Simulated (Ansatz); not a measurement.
TiC, 2 atoms in the cell. It takes space group Fm-3m (No. 225, cubic). Conventional cell: a = 4.331 Å, b = 4.331 Å, c = 4.331 Å, α = 90.00°, β = 90.00°, γ = 90.00°. Ti (site symmetry m-3m) has 6 C at 2.17 Å as nearest neighbours. C (site symmetry m-3m) is surrounded by 6 Ti at 2.17 Å. The cell is a database's computed one.

```yaml
Program: Ansatz 0.2.0
Task: single point
Functional: PBE
Potentials_or_basis: all-electron LAPW, scalar-relativistic
Cutoff: 313 eV (chosen from the basis error)
Basis_error_allowed: 0.001 eV/atom
k_mesh: 11 × 11 × 11
Occupations: gaussian, width 0.026 eV
Spin: no spin polarisation
```

Potentials or basis: all-electron LAPW, scalar-relativistic.

Run with:

```console
$ ansatz run input.yaml --threads 1 --pin off --max-ram 3072MiB --backend cpu --events-out ev --progress --plain --runs-dir out
```

Hardware: 1 thread of Intel(R) Xeon(R) Platinum 8259CL CPU @ 2.50GHz (Skylake/Cascade Lake), with other jobs on the host.

Question: How long does it take, and how much memory?

Answer: Run time: 10 s on 1 thread of Intel(R) Xeon(R) Platinum 8259CL CPU @ 2.50GHz (Skylake/Cascade Lake), on a shared host, peak memory 0.39 GiB. Counts: scf iterations 9, plane waves 259, k points 56, bands 16.
